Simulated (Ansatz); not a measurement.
# Li2Nb3O9: the cost of one run

Program: Ansatz 0.2.0. Level of theory: DFT PBEsol, scalar-relativistic, plane waves, PAW. These are calculated values, not measurements.

4 further runs of the same task are left out: 1 that didn't finish, 3 set aside as unsound or not needed. Runs told in other sessions of the task aren't counted.

### Step 1. The starting structure

It takes space group R-3 (No. 148, trigonal). Conventional cell: a = 5.195 Å, b = 5.195 Å, c = 14.182 Å, α = 90.00°, β = 90.00°, γ = 120.00°. Li (site symmetry 3) is surrounded by 6 O at 2.14 to 2.24 Å. Around Nb (site symmetry 3) lie 6 O at 1.89 to 2.12 Å. Around O (site symmetry 1) lie 2 Nb at 1.89 to 2.12 Å and 2 Li at 2.14 to 2.24 Å.

Structure file:

```xyz
10
Lattice="2.5976 1.4997 4.7275 -2.5976 1.4997 4.7275 0.0000 -2.9994 4.7275" Properties=species:S:1:pos:R:3 pbc="T T T"
Li    0.0000    0.0000    5.0594
Li    0.0000    0.0000    9.1230
Nb    0.0000    0.0000    2.0490
Nb    0.0000    0.0000   12.1334
O    -1.0282    1.6296    8.1957
O    -0.8972   -1.7052    8.1957
O     1.9253    0.0756    8.1957
O     1.0282   -1.6296    5.9867
O     0.8972    1.7052    5.9867
O    -1.9253   -0.0756    5.9867
```

This cell was relaxed beforehand with the same method: volume 11.05 Å³/atom, gap on the mesh 3.98 eV.

The bulk reference comes from a run made before at the same settings: -1277.2647 eV/atom.

### Step 2. The (001) slab

Miller indices refer to the conventional cell of the relaxed bulk, R-3 (No. 148): a = 5.195 Å, b = 5.195 Å, c = 14.182 Å, α = 90.00°, β = 90.00°, γ = 120.00°.

The slab is a (001) slab, 11.7 Å thick as cut, with 15 Å of vacuum; its outer planes are O (top) and O (bottom).

The slab as cut. Its planes from the bottom up:

```tsv
plane	atoms per cell	height over the lowest (Å)
1	O3	0.00
2	Nb	0.79
3	Nb	1.42
4	O3	2.21
5	Li	3.14
6	Li	3.80
7	O3	4.73
8	Nb	5.52
9	Nb	6.15
10	O3	6.94
11	Li	7.86
12	Li	8.53
13	O3	9.45
14	Nb	10.24
15	Nb	10.87
16	O3	11.66
```

### Step 3. Single point on the unrelaxed (001) slab

A dipole layer in the vacuum cancels the field that periodic copies would set up if the slab's two faces differ.

input.yaml reads:

```yaml
crystal:
  lattice:
    - [5.19519772, 0.0, 0.0]
    - [-2.59759886, 4.4991732032, 0.0]
    - [0.0, 0.0, 26.663890463]
  atoms:
    - { symbol: O, position: [0.6955257175, 0.0456718956, 0.2812792833] }
    - { symbol: O, position: [0.9543281044, 0.6498538219, 0.2812792833] }
    - { symbol: O, position: [0.3501461781, 0.3044742825, 0.2812792833] }
    - { symbol: Nb, position: [0.0, 0.0, 0.3108982568] }
    - { symbol: Nb, position: [0.6666666667, 0.3333333333, 0.3345043772] }
    - { symbol: O, position: [0.9711409492, 0.2876614378, 0.3641233507] }
    - { symbol: O, position: [0.7123385622, 0.6834795114, 0.3641233507] }
    - { symbol: O, position: [0.3165204886, 0.0288590508, 0.3641233507] }
    - { symbol: Li, position: [0.3333333333, 0.6666666667, 0.3989032062] }
    - { symbol: Li, position: [0.0, 0.0, 0.4237981108] }
    - { symbol: O, position: [0.3621923842, 0.3790052289, 0.4585779663] }
    - { symbol: O, position: [0.6209947711, 0.9831871553, 0.4585779663] }
    - { symbol: O, position: [0.0168128447, 0.6378076158, 0.4585779663] }
    - { symbol: Nb, position: [0.6666666667, 0.3333333333, 0.4881969398] }
    - { symbol: Nb, position: [0.3333333333, 0.6666666667, 0.5118030602] }
    - { symbol: O, position: [0.6378076158, 0.6209947711, 0.5414220337] }
    - { symbol: O, position: [0.3790052289, 0.0168128447, 0.5414220337] }
    - { symbol: O, position: [0.9831871553, 0.3621923842, 0.5414220337] }
    - { symbol: Li, position: [0.0, 0.0, 0.5762018892] }
    - { symbol: Li, position: [0.6666666667, 0.3333333333, 0.6010967938] }
    - { symbol: O, position: [0.0288590508, 0.7123385622, 0.6358766493] }
    - { symbol: O, position: [0.2876614378, 0.3165204886, 0.6358766493] }
    - { symbol: O, position: [0.6834795114, 0.9711409492, 0.6358766493] }
    - { symbol: Nb, position: [0.3333333333, 0.6666666667, 0.6654956228] }
    - { symbol: Nb, position: [0.0, 0.0, 0.6891017432] }
    - { symbol: O, position: [0.3044742825, 0.9543281044, 0.7187207167] }
    - { symbol: O, position: [0.0456718956, 0.3501461781, 0.7187207167] }
    - { symbol: O, position: [0.6498538219, 0.6955257175, 0.7187207167] }
basis:
  ecutwfc: 420
kpoints:
  mp_grid: { grid: [6, 6, 1] }
hamiltonian:
  xc: pbesol
scf:
  occupations: { method: gaussian, width: 0.05 }
output:
  forces: true
  stress: true
  eigenvalues: true
  write_density: true
  write_potential: true
  elf: true
  volumetric_format: npy
efield:
  axis: 3
  dipole_correction: true
  ramp_width: 0.04
```

Run with:

```
ansatz run input.yaml --threads 4 --pin off --max-ram 10240MiB --backend cpu --events-out ev --progress --plain --runs-dir out
```

What time and memory should one allow on 4 threads of Intel Xeon Platinum 8259CL at 2.50GHz (Skylake/Cascade Lake), shared host?

About 27 s, with a peak of 2 GiB.
